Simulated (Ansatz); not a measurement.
## TiSi₂: hydrostatic pressure series

Level of theory: DFT PBEsol, scalar-relativistic, plane waves, PAW in Ansatz 0.2.0. (420 eV cutoff, 10×10×10 k-mesh, Gaussian smearing of 0.10 eV, no spin polarisation)

Starting point, cell and atoms relaxed:

```xyz
6
Lattice="1.7585 -6.6741 0.0000 1.7585 6.6741 0.0000 0.0000 0.0000 3.5556" Properties=species:S:1:pos:R:3 pbc="T T T"
Ti    1.7585   -5.3062    2.6667
Ti    1.7585    5.3062    0.8889
Si    1.7585   -0.8007    2.6667
Si    1.7585    0.8007    0.8889
Si    1.7585    3.3408    2.6667
Si    1.7585   -3.3408    0.8889
```

Cell and atoms are relaxed at each pressure within the symmetry of the start, at zero temperature, so transitions that lower the symmetry aren't seen. The k-mesh given is that at zero pressure and may differ at others. a, b and c are the lengths of the cell vectors above.

Pressures computed: -1, 1, 4, 12, 25, 50, 90 GPa.

Q: At which pressure does the cell have a = 6.243, b = 6.243 and c = 3.344 Å?

A: About 50 GPa, where V/V0 = 0.798.

This form isn't the usual stable structure of the compound.